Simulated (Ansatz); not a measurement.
Computed with DFT PBE, scalar-relativistic, plane waves, PAW (Ansatz 0.2.0). Settings: cutoff 420 eV, Γ-centred meshes spaced at most about 0.3 Å⁻¹, and about 0.25 Å⁻¹ or finer for metals (2π included), Gaussian smearing. No spin polarisation.

Energies over the elements count from the elements' standard structures at the same level, with no fitted energy shifts.

All energies are static (0 K, no zero-point motion). Larger cells and other orderings weren't all tried, so the list isn't exhaustive. The reference form of S is held partly by dispersion forces, which this level lacks.

A search for MoS gave 7 distinct relaxed structures. Coordination counts S atoms around Mo (those within 1.25 times the shortest such distance or 1.15 times the sum of covalent radii, 1.27 where that leaves under three). Cells relaxed within their symmetry can be saddle points.

Question: What is the best candidate for MoS?

Answer: The one with space group P2_13 (No. 198), reached from: FeSi (B20) type (P2_13). It has a = 4.962 Å, 15.3 Å³/atom, no gap on the mesh. Mo has 4 S at 2.36–2.41 Å; S has 4 Mo at 2.36–2.41 Å. Its energy over the elements is −0.35 eV/atom. A negative formation energy is needed for stability but isn't enough: competing phases decide. An observed structure of this formula, if there is one, may be missing.

Space group P2_13 (No. 198). a = 4.962 Å, b = 4.962 Å, c = 4.962 Å, α = 90.00°, β = 90.00°, γ = 90.00°
| atom | site | symmetry | x | y | z |
| --- | --- | --- | --- | --- | --- |
| Mo | 4a | .3. | 0.0969 | 0.0969 | 0.0969 |
| S | 4a | .3. | 0.8159 | 0.8159 | 0.8159 |

Question: How much higher is the Pm-3m structure with 13.6 Å³/atom and coordination Mo 8 (reached from: DyAu type (Pm-3m))?

Answer: 197 meV/atom. It has the caesium chloride type. It has no gap on its mesh.

Question: How much higher is the P6_3/mmc structure with 14.6 Å³/atom and coordination Mo 6 (reached from: a known structure type)?

Answer: 22 meV/atom. It has no gap on its mesh.
